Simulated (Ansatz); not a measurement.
# KF: the cost of one run

Computed with Ansatz 0.2.0 (DFT PBE, scalar-relativistic, plane waves, PAW, unless a step's input says otherwise).

### 1 Starting point

Symmetry: Fm-3m, No. 225, cubic system. Conventional cell: a = 5.309 Å, b = 5.309 Å, c = 5.309 Å, α = 90.00°, β = 90.00°, γ = 90.00°. K (site symmetry m-3m) is surrounded by 6 F at 2.65 Å. F (site symmetry m-3m) is surrounded by 6 K at 2.65 Å.

As a file:

```cif
data_structure
_symmetry_space_group_name_H-M 'Fm-3m'
_symmetry_Int_Tables_number 225
_cell_length_a 5.3088
_cell_length_b 5.3088
_cell_length_c 5.3088
_cell_angle_alpha 90.000
_cell_angle_beta 90.000
_cell_angle_gamma 90.000
_cell_volume 149.62
loop_
_atom_site_label
_atom_site_type_symbol
_atom_site_symmetry_multiplicity
_atom_site_Wyckoff_symbol
_atom_site_fract_x
_atom_site_fract_y
_atom_site_fract_z
_atom_site_occupancy
K1 K 4 a 0.00000 0.00000 0.00000 1
F1 F 4 b 0.50000 0.00000 0.00000 1
```

This is candidate A: structure listed in a database for this formula (Fm-3m, No. 225).

(A quick probe on a coarse mesh, which set the mesh and smearing, is not shown.)

### 3 Full relaxation (candidate A)

Contents of input.yaml:

```yaml
crystal:
  lattice:
    - [0.0, 2.654413405, 2.654413405]
    - [2.654413405, 0.0, 2.654413405]
    - [2.654413405, 2.654413405, 0.0]
  atoms:
    - { symbol: K, position: [0.0, 0.0, 0.0] }
    - { symbol: F, position: [0.5, 0.5, 0.5] }
basis:
  ecutwfc: 420
kpoints:
  mp_grid: { grid: [8, 8, 8] }
hamiltonian:
  xc: pbe
scf:
  occupations: { method: gaussian, width: 0.02 }
output:
  forces: true
  stress: true
  eigenvalues: true
relax:
  adjacent_minimum: "off"
  f_tol: 0.01
  max_steps: 80
  cell: { stress_tol: 0.05 }
```

Started as:

```console
$ ansatz run input.yaml --threads 1 --pin off --max-ram 2560MiB --backend cpu --events-out ev --progress --plain --runs-dir out
```

**Question.** How long does this run take on 1 thread of Arm Neoverse V1, shared host, and how much memory does it need?

About 8.3 s, with a peak of 0.28 GiB.
